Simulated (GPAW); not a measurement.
Runs of GPAW 26.7.0 on C. Symmetry: Fd-3m, No. 227, cubic system. Conventional cell: a = 3.567 Å, b = 3.567 Å, c = 3.567 Å, α = 90.00°, β = 90.00°, γ = 90.00°. C (site symmetry -43m) is surrounded by 4 C at 1.54 Å. This isn't the form of C at room conditions, which is graphite.

| task | level | potentials or basis | k mesh | cutoff (eV) | maxiter | hybrids on these orbitals | oneshot functional | band path | band points | other keys | gap on the mesh (eV) | pressure (GPa) | V0 of scaled cells (Å³/atom) | B0 (GPa) |
| --- | --- | --- | --- | --- | --- | --- | --- | --- | --- | --- | --- | --- | --- | --- |
| one-shot levels of the hybrid HSE06 | LDA | the program's PAW data sets (release 1.2.1) made for this functional, pw | 8 × 8 × 8 | 600 | 150 | ["HSE06", "HSE03", "B3LYP"] | HSE06 | - | - | - | 4.10 | -12.7 | - | - |
| equation of state | vdW-DF-cx | GPAW PAW data sets (gpaw-data 1.2.1), pw | 10 × 10 × 10 | 800 | 150 | - | - | - | - | - | - | - | 5.68 | 440 |
| band structure | PBEsol | PAW data sets generated in the run's folder for this functional, pw | 10 × 10 × 10 | 800 | 150 | - | - | GXWKGLUWLK,UX | 80 | - | (a) | -5.2 | - | - |
| single point | PBE | GPAW PAW data sets (gpaw-data 1.2.1), pw | 20 × 20 × 20 | 800 | 60 | - | - | - | - | several, not listed | 4.13 | (b) | - | - |
| band structure | LDA | JTH PAW 2.0, LDA, pw | 10 × 10 × 10 | 800 | 150 | - | - | GXWKGLUWLK,UX | 100 | - | 4.13 | -14.3 | - | - |
| equation of state | PBEsol+D4 | PAW data sets generated in the run's folder for this functional, pw | 10 × 10 × 10 | 800 | 150 | - | - | - | - | - | - | - | 5.58 | 457 |
| equation of state | vdW-DF2 | GPAW PAW data sets (gpaw-data 1.2.1), pw | 10 × 10 × 10 | 800 | 150 | - | - | - | - | - | - | - | 5.86 | 403 |
| equation of state | PBE+D3 | GPAW PAW data sets (gpaw-data 1.2.1), pw | 10 × 10 × 10 | 800 | 150 | - | - | - | - | - | - | - | 5.66 | 436 |
| equation of state | revPBE+D3 | the program's PAW data sets (release 1.2.1) made for this functional, pw | 10 × 10 × 10 | 800 | 150 | - | - | - | - | - | - | - | 5.71 | 423 |

Alike in all rows: no spin polarisation; cell as given; smearing fermi-dirac 0.05 eV.

Fill in the values left out.

(a) 4.03; (b) 1.4.

Caveats: the PAW data sets were made with another functional, which shifts forces and pressure a little (some runs); the cutoff is short for stress and forces, so pressures can be off by a GPa or more (some runs); energy and the plain gap are those of the semilocal run (some runs); the hybrids' values are one shot on its orbitals and mesh (some runs); the program truncates these outside data sets (some runs).

A k mesh can miss the band edges.
